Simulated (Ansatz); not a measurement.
## Te2Mo (P-6m2), random displacements

Method: DFT r2SCAN, scalar-relativistic, plane waves, PAW in Ansatz 0.2.0. Settings: plane waves to 500 eV, k-mesh 12×12×2 (Γ-centred), Gaussian smearing 0.05 eV. Spin–orbit coupling is left out, which matters for the heavy elements here. No spin polarisation. Energies are free energies at this smearing, counted from the undisturbed cell; pressure is positive in compression.

Zero of the scan (as given, not relaxed at this level; this form isn't the usual structure):

```yaml
crystal:
  lattice:
    - [3.56023, 0.00000, 0.00000]
    - [-1.78012, 3.08325, 0.00000]
    - [0.00000, 0.00000, 17.52406]
  atoms:
    - { symbol: Te, position: [0.33333, 0.66667, 0.89786] }
    - { symbol: Te, position: [0.33333, 0.66667, 0.10214] }
    - { symbol: Mo, position: [0.00000, 0.00000, 0.00000] }
```

The cell holds layers and no dispersion correction was added, so their binding is poorly described.

The atoms are displaced (Å, in the unstrained cell):

| atom | ux | uy | uz |
| --- | --- | --- | --- |
| Te1 | -0.016 | 0.236 | 0.125 |
| Te2 | 0.050 | -0.096 | 0.020 |
| Mo3 | -0.035 | -0.139 | -0.145 |

Strain (Voigt, engineering shear): (0.0013, 0.0044, -0.0127, -0.0075, -0.0118, -0.0087).

(1) What are the energy change, the stress and the forces?

Results:

(1) ΔE = 484.1 meV/atom; stress (xx, yy, zz, yz, xz, xy; compression positive) (7.00, -0.39, 6.13, 3.52, 0.69, 0.53) GPa; gap on the mesh 0.42 eV.
| atom | Fx (eV/Å) | Fy | Fz |
| --- | --- | --- | --- |
| Te1 | -0.91 | -3.28 | -5.95 |
| Te2 | -0.25 | -0.38 | -0.83 |
| Mo3 | 1.16 | 3.66 | 6.79 |

Cost: 1 run of about 1.2 core-minutes, on Intel Xeon 6975P-C (Granite Rapids) (shared hosts).